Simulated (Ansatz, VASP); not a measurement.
## Two plane-wave programs on TiCo2

```
CELL_PARAMETERS angstrom
0.00000 3.24427 3.24427
3.24427 0.00000 3.24427
3.24427 3.24427 0.00000
ATOMIC_POSITIONS crystal
Ti 0.50000 0.50000 0.50000
Ti 0.75000 0.75000 0.75000
Co 0.12500 0.12500 0.12500
Co 0.62500 0.12500 0.12500
Co 0.12500 0.12500 0.62500
Co 0.12500 0.62500 0.12500
```

Alike in both runs: functional LDA; k mesh 6 × 6 × 6; occupations gaussian, width 0.1 eV; collinear spin.

Ansatz relaxed the structure, and its values are those at the end. VASP's run is a single point on that final structure, the one shown.

```csv
,VASP,Ansatz
version,VASP 6.6.1,Ansatz 0.2.0
potentials or method,"VASP PAW LDA potentials, release 64 (Ti_sv, Co)","scalar-relativistic, plane waves, PAW"
plane-wave cutoff (eV),520,420
valence electrons in the cell,60,92
```

```csv
,VASP,Ansatz,Ansatz less VASP
gap on the k mesh at the Fermi level (eV),none,none,-
pressure (GPa),-0.6,-0.1,+0.50
net moment per atom (μB),0.00,0.00,0.000
```

A gap of «none» marks a metal or a gap that the smearing closes. The two sets of potentials don't hold the same shells in valence. Ansatz warned: «seeded_moment_not_kept».
